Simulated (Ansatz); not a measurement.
**Transmission past a defect: (4,0) C nanotube, P in place of one C**

Wanted: the relaxed defect and the transmission past it, beside the channels of the perfect wire.

Main program and level: Ansatz 0.2.0; DFT PBE, plane waves, PAW; relaxation of a wire's period, in the first sound run; inputs show where later runs differ.

## Step 1: The structure

The cell holds 16 atoms: 16 C. Its edges and angles: a = 9.932 Å, b = 9.932 Å, c = 4.260 Å, α = 90.0°, β = 90.0°, γ = 90.0°. Vacuum lies along a and b. The structure's axis is c.

## Step 2: Relaxation of atoms and period

Band widths follow the bond lengths, so the wire is relaxed first. The atoms and the third cell vector are free; the box across stays fixed as vacuum. A Fermi-Dirac smearing is set since the result may be a metal. The pressure printed is a third of the stress's trace over the whole box, vacuum included; only the stress along the axis is relaxed.

Contents of input.yaml:

```yaml
crystal:
  lattice:
    - [9.932, 0.0, 0.0]
    - [0.0, 9.932, 0.0]
    - [0.0, 0.0, 4.26]
  atoms:
    - { symbol: C, position: [0.342327829, 0.499977252, 0.0] }
    - { symbol: C, position: [0.499977252, 0.657626674, 0.0] }
    - { symbol: C, position: [0.499977252, 0.342327829, 0.0] }
    - { symbol: C, position: [0.657626674, 0.499977252, 0.0] }
    - { symbol: C, position: [0.342327829, 0.499977252, 0.333333333] }
    - { symbol: C, position: [0.499977252, 0.657626674, 0.333333333] }
    - { symbol: C, position: [0.499977252, 0.342327829, 0.333333333] }
    - { symbol: C, position: [0.657626674, 0.499977252, 0.333333333] }
    - { symbol: C, position: [0.388502276, 0.611452227, 0.5] }
    - { symbol: C, position: [0.388502276, 0.388502276, 0.5] }
    - { symbol: C, position: [0.611452227, 0.611452227, 0.5] }
    - { symbol: C, position: [0.611452227, 0.388502276, 0.5] }
    - { symbol: C, position: [0.388502276, 0.611452227, 0.833333333] }
    - { symbol: C, position: [0.388502276, 0.388502276, 0.833333333] }
    - { symbol: C, position: [0.611452227, 0.611452227, 0.833333333] }
    - { symbol: C, position: [0.611452227, 0.388502276, 0.833333333] }
kpoints:
  mp_grid: { grid: [1, 1, 19] }
scf:
  occupations: { method: fermi_dirac, width: 0.05 }
hamiltonian:
  xc: pbe
relax:
  cell: { fix: [a, b, alpha, beta, gamma] }
  max_steps: 60
```

Launch:

```console
ansatz run input.yaml --threads 4 --pin off --max-ram 16384MiB --backend cpu --events-out ev --progress --plain --runs-dir out
```

Numbers of over 12 decimals in the logs are rounded to 6 here.

What it wrote:

```text
Engine: ansatz 0.2.0, aarch64-unknown-linux-gnu
Pseudopotentials: kind: paw
Pseudopotential: C, paw, valence charge 4, recommended cutoff 420 eV (normal), C.paw.azcp
Functional definition: PBE
  parameter kappa = 0.804
  parameter beta = 0.066725
  exchange = pbe_x(kappa = kappa, mu = beta*pi^2/3)
  correlation = pbe_c(beta = beta)
Crystal: 16 atoms, lattice volume = 420.226 Å³
Basis set: ecut = 420 eV, 8195 PW (Γ), exchange–correlation on 144×144×60 points (8 copies of the dense FFT grid, shifted against one another)
Bands: 48, of which v1, the nominal top of the filled ones, is band 32 counted from 1 (31 counted from 0)
Symmetry: 16 space group operations
Space group: P4/mmm (ITA 123), of the structure as read, at distance tolerance 7.5e-5 Å
k-points: 10 of 19
Non-local potential: C, projectors of the file, l = 0: 2, l = 1: 2, l = 2: 1
PAW form: soft (Blöchl's): semilocal exchange-correlation on the pseudo side does not see the compensation charge
PAW one-centre angular grid: C, 110 points (default); XC on 64 Gauss nodes
Initial density: superposition of atomic densities (neutral atoms: chi_scale 0, normalization atom), corrected by the library's trained network
Initial wavefunctions: pseudopotential atomic-orbital guess
Functional: x = pbe(κ = 0.804, μ = 0.219515), c = pbe(β = 0.066725)
SCF iter   1: F=—  HF=-4000.759177 eV  |F-HF|=—  |Δ(HF+E_count)|=         —  Δρ=7.08e-3  dr2=1.08e-1  ethr=1.77e-3  ⟨swp⟩=12.1  Hψ=3260  notcnv=0  defer=55
preconditioner: auto → LDOS  [metal: Δε(μ)=0.043 eV  Ē_g=14.052 eV  σ=0.050 eV  W_gap=0.21  n_scr=54 (ndim 8)  ℏωp=14.5 eV  f_vac=0.637  D(μ)=8.24/eV (n_scr^D=42)  β→1.0]
SCF iter   2: F=—  HF=-4000.778898 eV  |F-HF|=—  |Δ(HF+E_count)|=   1.97e-2  Δρ=1.54e-3  dr2=7.97e-3  ethr=1.68e-4  ⟨swp⟩=3.9  Hψ=994  notcnv=0  defer=86
SCF iter   3: F=—  HF=-4000.781795 eV  |F-HF|=—  |Δ(HF+E_count)|=   2.90e-3  Δρ=4.31e-4  dr2=7.21e-4  ethr=1.25e-5  ⟨swp⟩=2.4  Hψ=808  notcnv=0  defer=86
SCF iter   4: F=—  HF=-4000.782224 eV  |F-HF|=—  |Δ(HF+E_count)|=   4.30e-4  Δρ=1.54e-4  dr2=1.09e-4  ethr=1.13e-6  ⟨swp⟩=2.1  Hψ=761  notcnv=0  defer=86
SCF iter   5: F=—  HF=-4000.782314 eV  |F-HF|=—  |Δ(HF+E_count)|=   8.99e-5  Δρ=4.37e-5  dr2=5.08e-6  ethr=1.71e-7  ⟨swp⟩=2.1  Hψ=729  notcnv=0  defer=86
SCF iter   6: F=—  HF=-4000.782473 eV  |F-HF|=—  |Δ(HF+E_count)|=   1.59e-4  Δρ=9.16e-6  dr2=3.35e-7  ethr=7.94e-9  ⟨swp⟩=2.1  Hψ=784  notcnv=0  defer=86
SCF iter   7: F=-4000.782475 eV  HF=-4000.782474 eV  |F-HF|=1.07e-7  |Δ(HF+E_count)|=   1.02e-6  Δρ=2.31e-6  dr2=2.17e-8  ethr=1.56e-10  ⟨swp⟩=5.0  Hψ=1768  notcnv=0
SCF 1 converged in 7 iterations: F = -4000.782475 eV  dr2 = 2.17e-8
  greatest PAW one-centre occupation: 0.684 electrons in one spin orbital (limit 2), on the C atom at site 15 (counted from 0), in its partial waves of l = 0
relax step   1: F+E_penalty+E_count = -4000.78247460 eV  Δ(F+E_penalty+E_count) = +0.000e0 eV  max|allowed force component| = 2.360e0 eV/Å  Δτ_max = 0.0000 Å  P = +8.733 GPa  Ω = 420.226 Å³  fix = [a, b, alpha, beta, gamma]  reactions: a +11.211, b +11.211 GPa  (7 SCF iters, dr2 threshold 1.00e-7 eV, accepted)
Crystal: 16 atoms, lattice volume = 419.466 Å³
Basis set: ecut = 420 eV, 8187 PW (Γ), exchange–correlation on 144×144×60 points (8 copies of the dense FFT grid, shifted against one another)
Initial density: handed on by an earlier stage of this run
Initial wavefunctions: those handed on with the density
iter 1 solved again at ethr=1.33e-3 eV; its pass at ethr=3.10e-3 eV (dr2=8.49e-1 eV) is discarded
SCF iter   1: F=—  HF=-4002.717880 eV  |F-HF|=—  |Δ(HF+E_count)|=         —  Δρ=1.41e-2  dr2=7.98e-1  ethr=1.33e-3  ⟨swp⟩=2.8  Hψ=2095  notcnv=0
preconditioner: auto → LDOS  [insulator: Δε(μ)=0.211 eV  Ē_g=13.456 eV  σ=0.050 eV  W_gap=0.60  n_scr=54 (ndim 8)  ℏωp=14.5 eV  f_vac=0.624  D(μ)=5.19/eV (n_scr^D=22)  ε∞_Penn≈2.2  β→1.0]
SCF iter   2: F=—  HF=-4002.560762 eV  |F-HF|=—  |Δ(HF+E_count)|=   1.57e-1  Δρ=7.41e-3  dr2=3.24e-1  ethr=1.25e-3  ⟨swp⟩=3.8  Hψ=1268  notcnv=0  defer=8
SCF iter   3: F=—  HF=-4002.484123 eV  |F-HF|=—  |Δ(HF+E_count)|=   7.66e-2  Δρ=1.12e-3  dr2=3.85e-3  ethr=5.06e-4  ⟨swp⟩=3.2  Hψ=852  notcnv=0  defer=53
SCF iter   4: F=—  HF=-4002.485169 eV  |F-HF|=—  |Δ(HF+E_count)|=   1.05e-3  Δρ=2.47e-4  dr2=2.31e-4  ethr=6.01e-6  ⟨swp⟩=2.0  Hψ=810  notcnv=0  defer=71
SCF iter   5: F=—  HF=-4002.485422 eV  |F-HF|=—  |Δ(HF+E_count)|=   2.53e-4  Δρ=7.26e-5  dr2=3.33e-5  ethr=3.62e-7  ⟨swp⟩=2.0  Hψ=806  notcnv=0  defer=71
SCF iter   6: F=—  HF=-4002.485423 eV  |F-HF|=—  |Δ(HF+E_count)|=   5.54e-7  Δρ=1.49e-5  dr2=1.77e-6  ethr=5.20e-8  ⟨swp⟩=2.0  Hψ=697  notcnv=0  defer=71
SCF iter   7: F=-4002.485423 eV  HF=-4002.485423 eV  |F-HF|=1.80e-7  |Δ(HF+E_count)|=   4.11e-7  Δρ=4.55e-6  dr2=6.84e-8  ethr=2.50e-9  ⟨swp⟩=5.0  Hψ=1602  notcnv=0
SCF 2 converged in 7 iterations: F = -4002.485423 eV  dr2 = 6.84e-8
  greatest PAW one-centre occupation: 0.672 electrons in one spin orbital (limit 2), on the C atom at site 12 (counted from 0), in its partial waves of l = 0
relax step   2: F+E_penalty+E_count = -4002.48542312 eV  Δ(F+E_penalty+E_count) = -1.703e0 eV  max|allowed force component| = 1.492e0 eV/Å  Δτ_max = 0.0628 Å  P = +3.198 GPa  Ω = 419.466 Å³  energy of the carried Pulay correction = +8.605e-4 eV  fix = [a, b, alpha, beta, gamma]  reactions: a +5.514, b +5.514 GPa  (7 SCF iters, dr2 threshold 1.60e-6 eV, accepted)
Crystal: 16 atoms, lattice volume = 412.635 Å³
Basis set: ecut = 420 eV, 8033 PW (Γ), exchange–correlation on 144×144×60 points (8 copies of the dense FFT grid, shifted against one another)
iter 1 solved again at ethr=1.35e-3 eV; its pass at ethr=3.10e-3 eV (dr2=8.62e-1 eV) is discarded
SCF iter   1: F=—  HF=-4003.385720 eV  |F-HF|=—  |Δ(HF+E_count)|=         —  Δρ=1.59e-2  dr2=8.43e-1  ethr=1.35e-3  ⟨swp⟩=3.1  Hψ=2370  notcnv=0  defer=3
preconditioner: auto → LDOS  [metal: Δε(μ)=0.004 eV  Ē_g=13.318 eV  σ=0.050 eV  W_gap=0.02  n_scr=54 (ndim 8)  ℏωp=14.6 eV  f_vac=0.609  D(μ)=3.23/eV (n_scr^D=8)  β→1.0]
SCF iter   2: F=—  HF=-4003.270183 eV  |F-HF|=—  |Δ(HF+E_count)|=   1.16e-1  Δρ=8.19e-3  dr2=5.29e-1  ethr=1.32e-3  ⟨swp⟩=4.0  Hψ=1213  notcnv=0  defer=3
SCF iter   3: F=—  HF=-4003.111487 eV  |F-HF|=—  |Δ(HF+E_count)|=   1.59e-1  Δρ=9.88e-4  dr2=2.15e-3  ethr=8.26e-4  ⟨swp⟩=3.1  Hψ=861  notcnv=0  defer=29
SCF iter   4: F=—  HF=-4003.111056 eV  |F-HF|=—  |Δ(HF+E_count)|=   4.30e-4  Δρ=1.77e-4  dr2=6.83e-5  ethr=3.35e-6  ⟨swp⟩=2.3  Hψ=847  notcnv=0  defer=79
SCF iter   5: F=—  HF=-4003.111204 eV  |F-HF|=—  |Δ(HF+E_count)|=   1.48e-4  Δρ=3.66e-5  dr2=4.03e-6  ethr=1.07e-7  ⟨swp⟩=2.0  Hψ=706  notcnv=0  defer=79
SCF iter   6: F=-4003.111208 eV  HF=-4003.111208 eV  |F-HF|=9.84e-8  |Δ(HF+E_count)|=   3.54e-6  Δρ=1.06e-5  dr2=5.29e-7  ethr=2.50e-9  ⟨swp⟩=5.0  Hψ=1732  notcnv=0
SCF 3 converged in 6 iterations: F = -4003.111208 eV  dr2 = 5.29e-7
  greatest PAW one-centre occupation: 0.666 electrons in one spin orbital (limit 2), on the C atom at site 7 (counted from 0), in its partial waves of l = 0
relax step   3: F+E_penalty+E_count = -4003.11120756 eV  Δ(F+E_penalty+E_count) = -6.258e-1 eV  max|allowed force component| = 2.345e-1 eV/Å  Δτ_max = 0.0666 Å  P = +0.389 GPa  Ω = 412.635 Å³  energy of the carried Pulay correction = +8.665e-3 eV  fix = [a, b, alpha, beta, gamma]  reactions: a -0.403, b -0.403 GPa  (6 SCF iters, dr2 threshold 1.60e-6 eV, accepted)
[...]
relax step   4: F+E_penalty+E_count = -4003.13962144 eV  Δ(F+E_penalty+E_count) = -2.841e-2 eV  max|allowed force component| = 9.463e-2 eV/Å  Δτ_max = 0.0088 Å  P = -0.052 GPa  Ω = 415.832 Å³  energy of the carried Pulay correction = +4.997e-3 eV  fix = [a, b, alpha, beta, gamma]  reactions: a -0.029, b -0.029 GPa  (5 SCF iters, dr2 threshold 1.60e-6 eV, accepted)
[...]
relax step   5: F+E_penalty+E_count = -4003.14013822 eV  Δ(F+E_penalty+E_count) = -5.168e-4 eV  max|allowed force component| = 1.879e-2 eV/Å  Δτ_max = 0.0008 Å  P = -0.051 GPa  Ω = 415.953 Å³  energy of the carried Pulay correction = +4.858e-3 eV  fix = [a, b, alpha, beta, gamma]  reactions: a -0.039, b -0.039 GPa  (3 SCF iters, dr2 threshold 5.60e-7 eV, accepted)
[...]
relax step   6: F+E_penalty+E_count = -4003.14030284 eV  Δ(F+E_penalty+E_count) = -1.646e-4 eV  max|allowed force component| = 8.784e-3 eV/Å  Δτ_max = 0.0003 Å  P = +0.015 GPa  Ω = 415.825 Å³  energy of the carried Pulay correction = +5.005e-3 eV  fix = [a, b, alpha, beta, gamma]  reactions: a -0.016, b -0.016 GPa  (4 SCF iters, dr2 threshold 2.21e-8 eV, accepted)
[...]
relax step   7: F+E_penalty+E_count = -4003.14021502 eV  Δ(F+E_penalty+E_count) = +8.782e-5 eV  max|allowed force component| = 5.737e-4 eV/Å  Δτ_max = 0.0000 Å  P = -0.018 GPa  Ω = 415.919 Å³  energy of the carried Pulay correction = +4.897e-3 eV  fix = [a, b, alpha, beta, gamma]  reactions: a -0.021, b -0.021 GPa  (4 SCF iters, dr2 threshold 1.43e-8 eV, accepted)
Initial wavefunctions: pseudopotential atomic-orbital guess (no wavefunctions were taken with the density)
iter 1 solved again at ethr=6.71e-8 eV; its pass at ethr=3.10e-3 eV (dr2=4.29e-5 eV) is discarded
SCF iter   1: F=—  HF=-4003.135550 eV  |F-HF|=—  |Δ(HF+E_count)|=         —  Δρ=4.03e-5  dr2=8.51e-7  ethr=6.71e-8  ⟨swp⟩=8.7  Hψ=5483  notcnv=0  defer=4
preconditioner: auto → LDOS  [metal: Δε(μ)=0.048 eV  Ē_g=13.360 eV  σ=0.050 eV  W_gap=0.24  n_scr=54 (ndim 8)  ℏωp=14.6 eV  f_vac=0.614  D(μ)=3.06/eV (n_scr^D=8)  β→1.0]
SCF iter   2: F=—  HF=-4003.135671 eV  |F-HF|=—  |Δ(HF+E_count)|=   1.20e-4  Δρ=3.02e-6  dr2=1.76e-8  ethr=1.33e-9  ⟨swp⟩=2.2  Hψ=858  notcnv=0  defer=3
SCF iter   3: F=—  HF=-4003.135671 eV  |F-HF|=—  |Δ(HF+E_count)|=  1.50e-10  Δρ=5.10e-7  dr2=8.00e-10  ethr=2.74e-11  ⟨swp⟩=3.1  Hψ=986  notcnv=0  defer=3
SCF iter   4: F=-4003.135671 eV  HF=-4003.135671 eV  |F-HF|=1.50e-11  |Δ(HF+E_count)|=  2.05e-11  Δρ=1.02e-7  dr2=2.97e-11  ethr=1.00e-12  ⟨swp⟩=5.0  Hψ=1732  notcnv=0
SCF 8 converged in 4 iterations: F = -4003.135671 eV  dr2 = 2.97e-11
relax step   8: F+E_penalty+E_count = -4003.13567051 eV  Δ(F+E_penalty+E_count) = +4.545e-3 eV  max|allowed force component| = 7.891e-4 eV/Å  Δτ_max = 0.0000 Å  P = -0.024 GPa  Ω = 415.919 Å³  fix = [a, b, alpha, beta, gamma]  reactions: a -0.014, b -0.014 GPa  stress off target by 4.50e-2 GPa on what of the cell is left free  SCF on the basis re-selected at this cell (its energy is not comparable with the rows above)  (4 SCF iters)
basis re-selected at this cell: Δ(F+E_penalty+E_count) = +4.545e-3 eV, ΔP = -0.006 GPa vs the last step (what re-selecting the basis moved, of the pressure what is left beyond the Pulay correction that the steps carried, after the strain that the cell walked since its last selection, with what the two solves' SCF thresholds leave and, on support functions, any second-order correction that the steps lacked; it is no m [...]
SCF converged after 4 iterations
Free energy (F): -4003.135671 eV
Harris-Foulkes:  -4003.135671 eV  (|F-HF|=1.50e-11)
Internal energy: -4003.113420 eV  (E = F + TS)
E sigma→0 (E₀):  -4003.124545 eV
Entropy (-TS):   -0.022251 eV (-1.391 meV/atom)
Fermi energy:    -1.685232 eV
--- Per-component energies (eV) ---
  E_band       = -619.658622
  E_kinetic    = 1442.455251
  E_local      = -12735.138496  (includes V_loc(G=0)·N_el)
  E_nonlocal   = 435.012881
  E_hartree    = 5644.022259
  E_xc         = -762.451308
  E_vxc        = -943.685888  (∫ρ·V_xc dr)
  E_paw        = -1587.503432  (= ΣΔE_a)
  E_vpaw       = -106.347228  (= ΣTr[D̂ρ^β])
  E_aug_tail   = 0.000119  (compensation charges beyond the density's cutoff)
  E_ewald      = 3560.489307
  E_smearing   = -0.022251  (= −TS)
  E_closure    = -0.000000  (closes the sum)
  Σ components = -4003.135671   (vs F -4003.135671, Δ=0.00e0)
--- Forces (eV/Å), atoms counted from 1 ---
  atom   1  C     -0.00019365     0.00000000     0.00078910
  atom   2  C     -0.00000000     0.00019365     0.00078910
  atom   3  C     -0.00000000    -0.00019365     0.00078910
  atom   4  C      0.00019365     0.00000000     0.00078910
  atom   5  C     -0.00019365    -0.00000000    -0.00078910
  atom   6  C     -0.00000000     0.00019365    -0.00078910
  atom   7  C     -0.00000000    -0.00019365    -0.00078910
  atom   8  C      0.00019365     0.00000000    -0.00078910
  atom   9  C      0.00008178    -0.00008178     0.00028133
  atom  10  C      0.00008178     0.00008178     0.00028133
  atom  11  C     -0.00008178    -0.00008178     0.00028133
  atom  12  C     -0.00008178     0.00008178     0.00028133
  atom  13  C      0.00008178    -0.00008178    -0.00028133
  atom  14  C      0.00008178     0.00008178    -0.00028133
  atom  15  C     -0.00008178    -0.00008178    -0.00028133
  atom  16  C     -0.00008178     0.00008178    -0.00028133
  max |Σ_I F_I| component: 2.17e-19 eV/Å
--- Stress (GPa, compression-positive) ---
       -0.014227       0.000000       0.000000
        0.000000      -0.014227       0.000000
        0.000000       0.000000      -0.045013
  P = ⅓ Tr σ = -0.0245 GPa (-0.245 kbar)
--- Relaxed structure (7 steps of the walk, 7 accepted, 1 SCFs on fresh bases) ---
  F+E_penalty+E_count = -4003.13567051 eV   max|allowed force component| = 7.891e-4 eV/Å   (the final SCF, on the basis selected at the relaxed cell)
  cell:  # Å, volume = 415.9193 Å³
    - [9.932, 0.0, 0.0]
    - [0.0, 9.932, 0.0]
    - [0.0, 0.0, 4.216340]
  atoms:
    - { symbol: C, position: [0.330193, 0.499977251625, 0.00206696] }
    - { symbol: C, position: [0.499977251625, 0.669762, 0.00206696] }
    - { symbol: C, position: [0.499977251625, 0.330193, 0.00206696] }
    - { symbol: C, position: [0.669762, 0.499977251625, 0.00206696] }
    - { symbol: C, position: [0.330193, 0.499977251625, 0.331266] }
    - { symbol: C, position: [0.499977251625, 0.669762, 0.331266] }
    - { symbol: C, position: [0.499977251625, 0.330193, 0.331266] }
    - { symbol: C, position: [0.669762, 0.499977251625, 0.331266] }
    - { symbol: C, position: [0.379906, 0.620048, 0.502108] }
    - { symbol: C, position: [0.379906, 0.379906, 0.502108] }
    - { symbol: C, position: [0.620048, 0.620048, 0.502108] }
    - { symbol: C, position: [0.620048, 0.379906, 0.502108] }
    - { symbol: C, position: [0.379906, 0.620048, 0.831226] }
    - { symbol: C, position: [0.379906, 0.379906, 0.831226] }
    - { symbol: C, position: [0.620048, 0.620048, 0.831226] }
    - { symbol: C, position: [0.620048, 0.379906, 0.831226] }
```

Run time: 26 s. Hardware: 4 threads of Arm Neoverse V1, shared host; peak memory 0.88 GiB.

The steps of the relaxation:

```
step  energy less that of the first step (eV)  largest force component (eV/Å)  pressure (GPa)  volume (Å³)
   1                                   0.0000                          2.3600            8.73       420.23
   2                                  -1.7029                          1.4922            3.20       419.47
   3                                  -2.3287                          0.2345            0.39       412.63
   4                                  -2.3571                          0.0946           -0.05       415.83
   5                                  -2.3577                          0.0188           -0.05       415.95
   6                                  -2.3578                          0.0088            0.01       415.82
   7                                  -2.3577                          0.0006           -0.02       415.92
  8*                                  -2.3532                          0.0008           -0.02       415.92
```

Relaxation steps marked * repeat the geometry before them on a plane-wave basis chosen anew for their cell, so energy and pressure can jump there.

Forces are held to the 16 operations that the run works with; a distortion that breaks them can't arise in this run.

```csv
cell as run,before,after,change
c (Å),4.260,4.216,-1.0 %
```

The atoms that moved most (Å, along periodic axes as changes of fractional coordinates times the final cell, across vacuum about the mean position):

```
atom      dx      dy      dz  length
 C11   0.085   0.085   0.009   0.121
 C15   0.085   0.085  -0.009   0.121
  C9  -0.085   0.085   0.009   0.121
 C12   0.085  -0.085   0.009   0.121
 C13  -0.085   0.085  -0.009   0.121
 C16   0.085  -0.085  -0.009   0.121
 C10  -0.085  -0.085   0.009   0.121
 C14  -0.085  -0.085  -0.009   0.121
```

This step gave:

| Item | Value |
| --- | --- |
| energy at zero smearing | -4003.1245 eV |
| cell length along the wire | 4.216 Å |

The cell's length comes to 4.216 Å with spin left out.

[end of part 1 of 4]

[Logs are printed without paths, hosts, clocks, repeated set-up lines and the standing remarks that a program may print on its own settings, such as how far it seeks lower states.]

[Hosts, paths, dates, database ids (printed as entryN), source tags and the programs' standing remarks are cut or masked in the printed files.]
